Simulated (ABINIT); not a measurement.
# W (Fm-3m) in ABINIT: band structure with PBEsol

Aim: the band structure of W with PBEsol.

Everything below comes from runs of ABINIT 10.8.3 (patched build). Logs are shortened: lines on timing, memory, paths and dates and some standing lists are left out, and cuts for length are marked. The log counts tension as positive stress, the text compression.

## 1. The crystal as given

The structure is cubic, space group Fm-3m (No. 225). Conventional cell: a = 4.060 Å, b = 4.060 Å, c = 4.060 Å, α = 90.00°, β = 90.00°, γ = 90.00°. W (site symmetry m-3m) has 12 W at 2.87 Å as nearest neighbours.

This isn't the form of W at room conditions, which is bcc.

## 2. Band structure, PBEsol

Input file run.abi:

```
# Datasets: ground state, then fixed potential
ndtset 2

# Pseudopotentials
pp_dirpath "./"
pseudos "W.upf"

# Structure
acell 2.8708535316 2.8708535316 2.8708535316 Angstrom
rprim
     0.0000000000     0.7071067812     0.7071067812
     0.7071067812     0.0000000000     0.7071067812
     0.7071067812     0.7071067812     0.0000000000
ntypat 1
znucl 74
natom 1
typat 1
xred
     0.0000000000     0.0000000000     0.0000000000

# Plane-wave basis
ecut 37.0

# Exchange and correlation
ixc -116133

# Bands and occupations
occopt 3
tsmear 0.05 eV

# SCF cycle
nstep 100

# Output
iomode 3
prtwf 0
prteig 0
prtebands 0
prtden1 1

# Dataset 1
kptopt1 1
ngkpt1 11 11 11
nshiftk1 1
shiftk1 0.0 0.0 0.0
nband1 11
tolvrs1 1.0e-10

# Dataset 2: bands along G-X-W-K-G-L-U-W-L-K
iscf2 -2
getden2 1
nband2 17
nbdbuf2 4
tolwfr2 1.0e-11
kptopt2 -9
ndivsm2 8
prteig2 1
prtvol2 -3
kptbounds2
     0.0000000000     0.0000000000     0.0000000000
     0.5000000000     0.0000000000     0.5000000000
     0.5000000000     0.2500000000     0.7500000000
     0.3750000000     0.3750000000     0.7500000000
     0.0000000000     0.0000000000     0.0000000000
     0.5000000000     0.5000000000     0.5000000000
     0.6250000000     0.2500000000     0.6250000000
     0.5000000000     0.2500000000     0.7500000000
     0.5000000000     0.5000000000     0.5000000000
     0.3750000000     0.3750000000     0.7500000000
```

Potentials or basis: PseudoDojo NC SR PBEsol v0.4.1 standard.

Started as:

```console
$ abinit run.abi > log 2>&1
```

run.abo:

```text
.Version 10.8.3 of ABINIT
 DATASET    1 : space group Fm -3 m (#225); Bravais cF (face-center cubic)
================================================================================
 Values of the parameters that define the memory need for DATASET  1.
     intxc =       0    ionmov =       0      iscf =       7    lmnmax =       8
     lnmax =       8     mgfft =      30  mpssoang =       4    mqgrid =    3001
     natom =       1  nloc_mem =       1    nspden =       1   nspinor =       1
    nsppol =       1      nsym =      48    n1xccc =    2501    ntypat =       1
    occopt =       3   xclevel =       2
       mpw =        1239          nfft =       27000          nkpt =          56
================================================================================
================================================================================

 DATASET    2 : space group Fm -3 m (#225); Bravais cF (face-center cubic)
================================================================================
 Values of the parameters that define the memory need for DATASET  2.
     intxc =       0    ionmov =       0      iscf =      -2    lmnmax =       8
     lnmax =       8     mgfft =      30  mpssoang =       4    mqgrid =    3001
     natom =       1  nloc_mem =       1    nspden =       1   nspinor =       1
    nsppol =       1      nsym =      48    n1xccc =    2501    ntypat =       1
    occopt =       3   xclevel =       2
       mpw =        1243          nfft =       27000          nkpt =         139
================================================================================
================================================================================

--------------------------------------------------------------------------------
------------- Echo of variables that govern the present computation ------------
--------------------------------------------------------------------------------
 -outvars: echo values of preprocessed input variables --------
            acell      5.4251269223E+00  5.4251269223E+00  5.4251269223E+00 Bohr
              amu      1.83850000E+02
             ecut      3.70000000E+01 Hartree
           getden1          0
           getden2          1
             iscf1          7
             iscf2         -2
              ixc     -116133
           jdtset        1    2
           kptopt1          1
           kptopt2         -9
         kptrlatt       11    0    0      0   11    0      0    0   11
          kptrlen1     5.96763961E+01
          kptrlen2     3.00000000E+01
            natom           1
            nband1         11
            nband2         17
           nbdbuf1          0
           nbdbuf2          4
           ndtset           2
           ndivsm1          0
           ndivsm2          8
            ngfft          30      30      30
             nkpt1         56
             nkpt2        139
            nstep         100
             nsym          48
           ntypat           1
           occopt           3
        prtebands           0
           prteig1          0
           prteig2          1
           prtvol1          0
           prtvol2         -3
            prtwf           0
            rprim      0.0000000000E+00  7.0710678120E-01  7.0710678120E-01
                       7.0710678120E-01  0.0000000000E+00  7.0710678120E-01
                       7.0710678120E-01  7.0710678120E-01  0.0000000000E+00
           shiftk1     0.00000000E+00  0.00000000E+00  0.00000000E+00
           shiftk2     5.00000000E-01  5.00000000E-01  5.00000000E-01
          spgroup         225
           tolvrs1     1.00000000E-10
           tolvrs2     0.00000000E+00
           tolwfr1     0.00000000E+00
           tolwfr2     1.00000000E-11
           tsmear      1.83746611E-03 Hartree
            typat      1
            znucl       74.00000

================================================================================

 chkinp: Checking input parameters for consistency, jdtset=   1.

 chkinp: Checking input parameters for consistency, jdtset=   2.

================================================================================
== DATASET  1 ==================================================================

--- !DatasetInfo
iteration_state: {dtset: 1, }
dimensions: {natom: 1, nkpt: 56, mband: 11, nsppol: 1, nspinor: 1, nspden: 1, mpw: 1239, }
[... 126 lines left out ...]
 Cartesian components of stress tensor (hartree/bohr^3)
  sigma(1 1)=  4.27907326E-04  sigma(3 2)=  0.00000000E+00
  sigma(2 2)=  4.27907326E-04  sigma(3 1)=  0.00000000E+00
  sigma(3 3)=  4.27907326E-04  sigma(2 1)=  0.00000000E+00

-Cartesian components of stress tensor (GPa)         [Pressure= -1.2589E+01 GPa]
- sigma(1 1)=  1.25894682E+01  sigma(3 2)=  0.00000000E+00
- sigma(2 2)=  1.25894682E+01  sigma(3 1)=  0.00000000E+00
- sigma(3 3)=  1.25894682E+01  sigma(2 1)=  0.00000000E+00

================================================================================
== DATASET  2 ==================================================================

--- !DatasetInfo
iteration_state: {dtset: 2, }
dimensions: {natom: 1, nkpt: 139, mband: 17, nsppol: 1, nspinor: 1, nspden: 1, mpw: 1243, }
cutoff_energies: {ecut:  37.0, pawecutdg:  -1.0, }
electrons: {nelect:   1.40000000E+01, charge:   0.00000000E+00, occopt:   3.00000000E+00, tsmear:   1.83746611E-03, }
meta: {optdriver: 0, ionmov: 0, optcell: 0, iscf: -2, paral_kgb: 0, }
...

 mkfilename : getden/=0, take file _DEN from output of DATASET   1.

 Real(R)+Recip(G) space primitive vectors, cartesian coordinates (Bohr,Bohr^-1):
 R(1)=  0.0000000  3.8361440  3.8361440  G(1)= -0.1303392  0.1303392  0.1303392
 R(2)=  3.8361440  0.0000000  3.8361440  G(2)=  0.1303392 -0.1303392  0.1303392
 R(3)=  3.8361440  3.8361440  0.0000000  G(3)=  0.1303392  0.1303392 -0.1303392
 Unit cell volume ucvol=  1.1290540E+02 bohr^3
 Angles (23,13,12)=  6.00000000E+01  6.00000000E+01  6.00000000E+01 degrees

 getcut: wavevector=  0.0000  0.0000  0.0000  ngfft=  30  30  30
         ecut(hartree)=     37.000   => boxcut(ratio)=   2.02175
--------------------------------------------------------------------------------

================================================================================
 Non-SCF case, kpt    1 (  0.00000  0.00000  0.00000), residuals and eigenvalues=
  4.95E-12  8.06E-12  1.63E-12  2.72E-12  3.05E-12  4.84E-12  2.76E-12  1.68E-12
  2.92E-12  1.48E-12  1.32E-12  1.37E-12  7.52E-12  6.60E-12  1.33E-12  7.11E-05
  1.31E-03
 -2.0537E+00 -7.1771E-01 -7.1771E-01 -7.1771E-01  3.2690E-01  6.3417E-01
  6.3417E-01  6.3417E-01  7.4558E-01  7.4558E-01  1.1239E+00  1.3092E+00
  1.3092E+00  1.3092E+00  1.4690E+00  1.8752E+00  1.8760E+00
 Non-SCF case, kpt    2 (  0.02174  0.00000  0.02174), residuals and eigenvalues=
  2.83E-12  1.77E-12  6.88E-12  2.82E-12  7.28E-12  8.15E-12  2.24E-12  2.78E-12
  4.91E-13  1.94E-12  2.17E-12  1.72E-12  2.61E-12  2.87E-12  1.24E-12  5.92E-05
  5.54E-04
 -2.0537E+00 -7.1790E-01 -7.1777E-01 -7.1777E-01  3.2791E-01  6.3316E-01
  6.3477E-01  6.3477E-01  7.4434E-01  7.4592E-01  1.1260E+00  1.3062E+00
  1.3099E+00  1.3099E+00  1.4756E+00  1.8592E+00  1.8621E+00
[... 945 lines left out ...]
 Non-SCF case, kpt  138 (  0.38393  0.38393  0.73214), residuals and eigenvalues=
  4.90E-12  9.21E-12  5.02E-12  3.42E-12  8.02E-13  1.95E-12  1.70E-12  1.78E-12
  1.38E-12  1.81E-12  9.23E-12  1.69E-12  7.52E-12  2.28E-12  1.44E-11  9.62E-11
  6.45E-10
 -2.0491E+00 -7.4792E-01 -7.4135E-01 -7.2865E-01  5.0283E-01  5.4123E-01
  6.4077E-01  7.3955E-01  8.1702E-01  9.2233E-01  1.0362E+00  1.1497E+00
  1.2495E+00  1.3970E+00  1.6053E+00  1.6055E+00  1.6519E+00
 Non-SCF case, kpt  139 (  0.37500  0.37500  0.75000), residuals and eigenvalues=
  2.75E-12  8.69E-12  8.20E-12  4.07E-12  5.60E-12  5.32E-12  1.48E-12  3.75E-12
  4.85E-12  3.15E-12  1.15E-12  1.16E-12  2.09E-12  5.09E-12  2.06E-11  2.59E-11
  3.23E-10
 -2.0491E+00 -7.4856E-01 -7.4076E-01 -7.2908E-01  4.9815E-01  5.3640E-01
  6.4938E-01  7.4812E-01  8.2116E-01  9.2826E-01  1.0266E+00  1.1483E+00
  1.2324E+00  1.4121E+00  1.6045E+00  1.6193E+00  1.6357E+00

--- !ResultsGS
iteration_state: {dtset: 2, }
comment   : Summary of ground state results
lattice_vectors:
- [  0.0000000,   3.8361440,   3.8361440, ]
- [  3.8361440,   0.0000000,   3.8361440, ]
- [  3.8361440,   3.8361440,   0.0000000, ]
lattice_lengths: [   5.42513,    5.42513,    5.42513, ]
lattice_angles: [ 60.000,  60.000,  60.000, ] # degrees, (23, 13, 12)
lattice_volume:   1.1290540E+02
convergence: {deltae:  0.000E+00, res2:  0.000E+00, residm:  9.989E-12, diffor:  0.000E+00, }
etotal    :  -7.58126523E+01
entropy   :   0.00000000E+00
fermie    :   6.54151078E-01
cartesian_stress_tensor: null
pressure_GPa: null
xred      :
- [  0.0000E+00,   0.0000E+00,   0.0000E+00,  W]
cartesian_forces: null
force_length_stats: {min: null, max: null, mean: null, }
...

 Integrated electronic density in atomic spheres:
 ------------------------------------------------
 Atom  Sphere_radius  Integrated_density
    1        2.00000         10.13014047
================================================================================

 ----iterations are completed or convergence reached----

 Mean square residual over all n,k,spin=   43.398E-13; max=  99.892E-13
 reduced coordinates (array xred) for    1 atoms
       0.000000000000      0.000000000000      0.000000000000

 cartesian coordinates (angstrom) at end:
    1      0.00000000000000     0.00000000000000     0.00000000000000
 length scales=  5.425126922319  5.425126922319  5.425126922319 bohr
              =  2.870853531600  2.870853531600  2.870853531600 angstroms
 Eigenvalues (hartree) for nkpt= 139  k points:
 kpt#   1, nband= 17, wtk=  1.00000, kpt=  0.0000  0.0000  0.0000 (reduced coord)
  -2.05373   -0.71771   -0.71771   -0.71771    0.32690    0.63417    0.63417    0.63417
   0.74558    0.74558    1.12393    1.30921    1.30921    1.30921    1.46898    1.87518
   1.87596
 kpt#   2, nband= 17, wtk=  1.00000, kpt=  0.0217  0.0000  0.0217 (reduced coord)
  -2.05371   -0.71790   -0.71777   -0.71777    0.32791    0.63316    0.63477    0.63477
   0.74434    0.74592    1.12596    1.30619    1.30992    1.30992    1.47564    1.85921
   1.86207
 kpt#   3, nband= 17, wtk=  1.00000, kpt=  0.0435  0.0000  0.0435 (reduced coord)
  -2.05364   -0.71847   -0.71798   -0.71798    0.33091    0.63017    0.63656    0.63656
   0.74067    0.74693    1.13197    1.29863    1.31200    1.31200    1.49410    1.82658
   1.82755
 kpt#   4, nband= 17, wtk=  1.00000, kpt=  0.0652  0.0000  0.0652 (reduced coord)
  -2.05354   -0.71941   -0.71832   -0.71832    0.33587    0.62538    0.63954    0.63954
   0.73474    0.74861    1.14181    1.28935    1.31534    1.31534    1.52135    1.78958
   1.78960
 kpt#   5, nband= 17, wtk=  1.00000, kpt=  0.0870  0.0000  0.0870 (reduced coord)
[... 525 lines left out ...]
   0.81481    0.91996    1.02450    1.17965    1.28224    1.35293    1.59583    1.61256
   1.69048
 kpt# 137, nband= 17, wtk=  1.00000, kpt=  0.3929  0.3929  0.7143 (reduced coord)
  -2.04917   -0.74793   -0.74102   -0.72817    0.50745    0.54587    0.63207    0.72869
   0.81503    0.91995    1.03412    1.16172    1.26648    1.37660    1.59771    1.60809
   1.67010
 kpt# 138, nband= 17, wtk=  1.00000, kpt=  0.3839  0.3839  0.7321 (reduced coord)
  -2.04911   -0.74792   -0.74135   -0.72865    0.50283    0.54123    0.64077    0.73955
   0.81702    0.92233    1.03623    1.14971    1.24954    1.39702    1.60529    1.60549
   1.65190
 kpt# 139, nband= 17, wtk=  1.00000, kpt=  0.3750  0.3750  0.7500 (reduced coord)
  -2.04907   -0.74856   -0.74076   -0.72908    0.49815    0.53640    0.64938    0.74812
   0.82116    0.92826    1.02665    1.14825    1.23238    1.41214    1.60448    1.61929
   1.63573

== END DATASET(S) ==============================================================
================================================================================

 -outvars: echo values of variables after computation  --------
            acell      5.4251269223E+00  5.4251269223E+00  5.4251269223E+00 Bohr
           etotal1    -7.5812652261E+01
            fcart1    -0.0000000000E+00 -0.0000000000E+00 -0.0000000000E+00
            rprim      0.0000000000E+00  7.0710678120E-01  7.0710678120E-01
                       7.0710678120E-01  0.0000000000E+00  7.0710678120E-01
                       7.0710678120E-01  7.0710678120E-01  0.0000000000E+00
           strten1     4.2790732589E-04  4.2790732589E-04  4.2790732589E-04
                       0.0000000000E+00  0.0000000000E+00  0.0000000000E+00
 Calculation completed.
```

Run time: 45 s. Hardware: 1 thread of Arm Neoverse V2, shared host; peak memory 0.1 GiB.

What came out:

- Free energy: -2062.9674 eV
- Pressure: -12.6 GPa
- Band gap on the k mesh: none (metal or under the smearing width)
- Valence electrons inside the program's atomic spheres: W 10.13 (radii [1.0584] Å)

Levels at the corners of the path, in eV from the Fermi level:
| point | band 4 | band 5 | band 6 | band 7 | band 8 | band 9 | band 10 | band 11 |
| --- | --- | --- | --- | --- | --- | --- | --- | --- |
| Γ | -37.33 | -8.90 | -0.54 | -0.54 | -0.54 | 2.49 | 2.49 | 12.78 |
| X | -37.72 | -5.36 | -4.39 | 2.96 | 4.87 | 5.63 | 5.63 | 11.54 |
| W | -37.74 | -3.64 | -1.97 | -1.97 | 1.24 | 5.64 | 9.89 | 10.50 |
| K | -37.64 | -4.24 | -3.20 | -0.13 | 2.56 | 4.54 | 7.46 | 10.14 |
| Γ | -37.33 | -8.90 | -0.54 | -0.54 | -0.54 | 2.49 | 2.49 | 12.78 |
| L | -37.48 | -5.50 | -0.76 | -0.76 | 0.60 | 4.91 | 4.91 | 9.97 |
| U | -37.64 | -4.24 | -3.20 | -0.13 | 2.56 | 4.54 | 7.46 | 10.14 |
| W | -37.74 | -3.64 | -1.97 | -1.97 | 1.24 | 5.64 | 9.89 | 10.50 |
| L | -37.48 | -5.50 | -0.76 | -0.76 | 0.60 | 4.91 | 4.91 | 9.97 |
| K | -37.64 | -4.24 | -3.20 | -0.13 | 2.56 | 4.54 | 7.46 | 10.14 |

Caveat: spin-orbit coupling is left out, which moves the levels of the heavy elements.
